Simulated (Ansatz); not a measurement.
Zone-centre phonons of ZrO₂ at 25 GPa: input and output

Theory: DFT PBEsol, scalar-relativistic, plane waves, PAW (Ansatz).

Launched with:
```bash
ansatz run input.yaml --threads 1 --pin off --max-ram 3072MiB --backend cpu --events-out ev --progress --plain --runs-dir out
```

Input (bare energies are in eV):
```yaml
crystal:
  lattice:
    - [0.0, 2.4633403647, 2.4633403647]
    - [2.4633403647, 0.0, 2.4633403647]
    - [2.4633403647, 2.4633403647, 0.0]
  atoms:
    - { symbol: Zr, position: [0.0, 0.0, 0.0] }
    - { symbol: O, position: [0.25, 0.25, 0.25] }
    - { symbol: O, position: [0.75, 0.75, 0.75] }
basis:
  ecutwfc: 420
kpoints:
  mp_grid: { grid: [8, 8, 8] }
hamiltonian:
  xc: pbesol
scf:
  occupations: { method: fixed }
output:
  eigenvalues: true
phonons:
  method: dfpt
  dielectric: true
  rigid_motions: translations
  eigenvectors: true
```

The end of the output:
```
--- Phonons (Γ-DFPT): 2 representative perturbations + reference, on 95 of 512 k-points (Σ response iterations 6) ---
  k mesh reduced under 4 symmetry operations, with k and −k counted as one. Each operation leaves every solved perturbation unchanged. A smaller set is not considered because the run solves the response ...
  ASR residual: 6.098e-4 → 0.000e0 eV/Å²; symmetrization residual: 7.960e-7 eV/Å²
  ASR residual per site (eV/Å²): 6.10e-4 1.42e-4 1.42e-4
  Γ frequencies (cm⁻¹): 0.00 0.00 0.00 334.86 334.86 334.86 639.54 639.54 639.54
  ε∞ (high-frequency dielectric tensor):
        5.779135    -0.000000     0.000000
        0.000000     5.779135     0.000000
        0.000000     0.000000     5.779135
  ε⁰ (static dielectric tensor: ions relaxed, cell fixed):
       26.421213     0.000000    -0.000000
        0.000000    26.421213    -0.000000
       -0.000000    -0.000000    26.421213
  ε⁰ − ε∞ (ionic part):
       20.642078     0.000000    -0.000000
        0.000000    20.642078    -0.000000
       -0.000000    -0.000000    20.642078
  softest optical mode at Γ: 334.86 cm⁻¹; the repairs (sum rule, projections) moved no ω² at Γ by more than (1.59 cm⁻¹)²
  Born effective charges Z* (e; rows j = field, columns β = displacement):
    site 0:
         5.77167    0.00000   -0.00000
        -0.00000    5.77167    0.00000
        -0.00000    0.00000    5.77167
    site 1:
        -2.88583   -0.00000    0.00000
         0.00000   -2.88583   -0.00000
         0.00000   -0.00000   -2.88583
    site 2:
        -2.88583   -0.00000    0.00000
         0.00000   -2.88583   -0.00000
         0.00000   -0.00000   -2.88583
  Z* charge neutrality: 1.855e-5 e pre-enforcement
  k-mesh period / interband length: 27.9 Å / 1.39 Å = 20.10 at k = (0.0000, 0.0000, 0.0000), direct gap 4.113 eV — 14 or more, which is no proof of convergence
  optical modes at Γ without the LO–TO term, one row a degenerate level:
      ω (cm⁻¹) modes IR ((D/Å)²/amu)
        334.86      3            97.3296
        639.54      3             0.0000
  optical modes at Γ + LO–TO along q̂ = [1.0000, 0.0000, 0.0000]:
      ω (cm⁻¹) modes IR ((D/Å)²/amu)
        334.86      2            64.8864
        639.54      3             0.0000
        715.99      1            32.4432
  optical modes at Γ + LO–TO along q̂ = [0.0000, 1.0000, 0.0000]:
      ω (cm⁻¹) modes IR ((D/Å)²/amu)
        334.86      2            64.8864
        639.54      3             0.0000
        715.99      1            32.4432
  optical modes at Γ + LO–TO along q̂ = [0.0000, 0.0000, 1.0000]:
      ω (cm⁻¹) modes IR ((D/Å)²/amu)
        334.86      2            64.8864
        639.54      3             0.0000
        715.99      1            32.4432
```

The run took 25 s on 1 thread of Arm Neoverse V1 (shared host), peak memory 0.47 GiB.

Other phases may be more stable at this pressure.

This fluorite-type form isn't the usual stable structure of the compound at low pressure.